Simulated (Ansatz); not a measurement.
**Elastic constants of Hf2S: input and output**

The calculation used DFT PBEsol, scalar-relativistic, plane waves, PAW (Ansatz 0.2.0).

Launched with:
```bash
ansatz run input.yaml --threads 2 --pin off --max-ram 6144MiB --backend cpu --events-out ev --progress --plain --runs-dir out
```

Input (bare energies are in eV):
```yaml
crystal:
  lattice:
    - [3.3401672231, 0.0, 0.0]
    - [-1.6700836116, 2.8926696681, 0.0]
    - [0.0, 0.0, 11.709147181]
  atoms:
    - { symbol: Hf, position: [0.6666666667, 0.3333333333, 0.8987137188] }
    - { symbol: Hf, position: [0.3333333333, 0.6666666667, 0.3987137188] }
    - { symbol: Hf, position: [0.6666666667, 0.3333333333, 0.6012862812] }
    - { symbol: Hf, position: [0.3333333333, 0.6666666667, 0.1012862812] }
    - { symbol: S, position: [0.0, 0.0, 0.75] }
    - { symbol: S, position: [0.0, 0.0, 0.25] }
basis:
  ecutwfc: 420
kpoints:
  mp_grid: { grid: [12, 12, 4] }
hamiltonian:
  xc: pbesol
scf:
  occupations: { method: fermi_dirac, width: 0.15 }
output:
  forces: true
  stress: true
  eigenvalues: true
elastic:
  mode: clamped_ion
  amplitude: 0.005
  stencil: two_point
```

From the output:
```
--- Elastic constants: 3 strain directions × 2 members + reference (group order 24) ---
  dense FFT box of the reference and of every strained cell: 24×24×80
  strains applied: 11, 33, 23; error gains: componentwise 1.00 (the most a stress slope's error grows in a printed constant), spectral 1.41 (1 for all six strains in a standard setting)
  C = ∂σ_k/∂η_j (tension-positive GPa; Voigt order 11 22 33 23 13 12):
       234.275     70.674     98.575      0.000     -0.000     -0.000
        70.674    234.275     98.575      0.000     -0.000     -0.000
        98.576     98.576    286.612     -0.000      0.000      0.000
        -0.000      0.000      0.000    107.191      0.000     -0.000
         0.000     -0.000      0.000      0.000    107.191      0.000
        -0.000      0.000      0.000     -0.000      0.000     81.800
  reference stress σ⁰ (GPa):      0.000      0.000     -0.001      0.000     -0.000      0.000
  C* (energy form; C + prestress term) asymmetry max|C*_kj − C*_jk| = 1.450e-5 GPa — a small one proves nothing (zero by symmetry where the batch's group is 432, −43m or m−3m); a large one is finite-difference/SCF noise where every solve ...
  moduli (Voigt/Reuss/Hill, GPa): K = 143.42/140.47/141.95   G = 91.73/89.66/90.69   E = 224.30   ν = 0.237
  mechanically stable: yes (min eigenvalue of sym C = 81.80 GPa)
  strain η (Voigt 11):  stress-route row diagonal C_11 = 234.27 GPa, energy-path curvature d²(F+E_count+ΔE)/dδ²/Ω₀ = 234.27 GPa
         δ    σ_11 (GPa) F (eV) n_scf n_hpsi n_pw
    -5.000e-3      -1.1933      -64168.6291340      11  214548   2241
     5.000e-3       1.1495      -64168.6291836       9  176027   2267
  strain η (Voigt 33):  stress-route row diagonal C_33 = 286.61 GPa, energy-path curvature d²(F+E_count+ΔE)/dδ²/Ω₀ = 286.59 GPa
         δ    σ_33 (GPa) F (eV) n_scf n_hpsi n_pw
    -5.000e-3      -1.4540      -64168.6286683      11   91339   2237
     5.000e-3       1.4121      -64168.6287214       9   79355   2271
  strain η (Voigt 23):  stress-route row diagonal C_44 = 107.19 GPa, energy-path curvature d²(F+E_count+ΔE)/dδ²/Ω₀ = 107.20 GPa
         δ    σ_23 (GPa) F (eV) n_scf n_hpsi n_pw
    -5.000e-3      -0.5360      -64168.6302783      10  284964   2257
     5.000e-3       0.5360      -64168.6302783       8  225419   2257
```

Time: 110 s on 2 threads of Intel(R) Xeon(R) 6975P-C (Granite Rapids) (shared host), peak memory 1.3 GiB.

In a metal, frequencies and elastic constants depend on the k mesh and the smearing, soft modes and shear constants most. Spin–orbit coupling is left out, which matters for heavy elements. A semilocal functional can close a gap that the real compound has.

Clamped-ion constants are upper bounds: once the atoms relax, a strain can turn out softer or unstable.